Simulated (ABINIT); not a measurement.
The system is CuI (Marshite).

```
I Cu
1.0
     0.00000    3.03150    3.03150
     3.03150    0.00000    3.03150
     3.03150    3.03150    0.00000
I Cu
1 1
Direct
  0.00000 0.00000 0.00000
  0.75000 0.75000 0.75000
```

Base run:

* Program: ABINIT 10.8.3 (patched build)
* Functional: PBE
* Potentials or basis: JTH PAW PBE v2.0
* Cutoff: 544 eV
* k mesh: 8 × 8 × 8
* Occupations: fermi-dirac, width 0.05 eV
* Spin: no spin polarisation

Its results: band gap on the k mesh 1.11 eV, direct.

The run is repeated on the same cell with these changes: functional from PBE to PBEsol. What comes out?

Band gap on the k mesh 1.00 eV, direct.

Caveats: spin-orbit coupling is left out, which moves the levels of the heavy elements.

